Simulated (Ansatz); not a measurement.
# Stationary points along a deformation path in Si

These are results of Ansatz, DFT r2SCAN, scalar-relativistic, plane waves, PAW, not measurements. Settings: plane waves to 500 eV, k-mesh 24×24×24 (Γ-centred), Gaussian smearing 0.15 eV. No spin polarisation. Energies are free energies at this smearing, counted from the undisturbed cell; pressure is positive in compression.

Zero of the scan (as given, not relaxed at this level; it stands at -1.0 GPa; this fcc form isn't the usual structure):

```
Si
1.0
     0.00000    1.91083    1.91083
     1.91083    0.00000    1.91083
     1.91083    1.91083    0.00000
Si
1
Direct
  0.00000 0.00000 0.00000
```

At fixed volume and fractional coordinates, lengths along (0.000, 0.000, 1.000) are scaled against those across it; ρ is that ratio over its starting value. V = 13.954 Å³/atom. Δσ is the stress along the axis less the mean stress across it (compression positive).

```
    ρ  ΔE (meV/atom)  Δσ (GPa) space group
0.707            0.4     -0.02        Im-3m
0.780          -13.3      1.32       I4/mmm
0.850          -10.9     -1.73       I4/mmm
1.000            0.0      0.00        Fm-3m
1.200           -8.6      0.61       I4/mmm
1.300           -2.4     -2.81       I4/mmm
1.414           19.8     -7.88       I4/mmm
```

Question: How does the stress give the slope of the energy, and where is the energy stationary?

Answer: Along the path d ln(length) is 2/3 d ln ρ on the axis and −1/3 d ln ρ across it, so dE/d ln ρ = −(2/3) V Δσ: the energy falls with ρ where Δσ is positive. Δσ vanishes or changes sign at ρ = 0.707 (Im-3m, an end of the scan), at 0.4 meV/atom; between ρ = 0.780 and 0.850, a minimum (near 0.81 by linear interpolation); at ρ = 1.000 (Fm-3m), a maximum at 0.0 meV/atom; between ρ = 1.200 and 1.300, a minimum (near 1.22 by linear interpolation). Pairs of stationary points between two samples would go unseen, and could change a minimum read from distant neighbours into a maximum. At ρ = 0.707, 1.000 the cell is cubic, where symmetry alone makes the stress isotropic and the slope zero.

Question: Is the start the lowest point of the path?

Answer: No: ρ = 0.780 lies 13.3 meV/atom lower, with no sampled rise above the start on the way. Volume and inner coordinates are held, so a relaxed structure there would lie lower still.

In a metal these slopes depend on the k mesh and the smearing.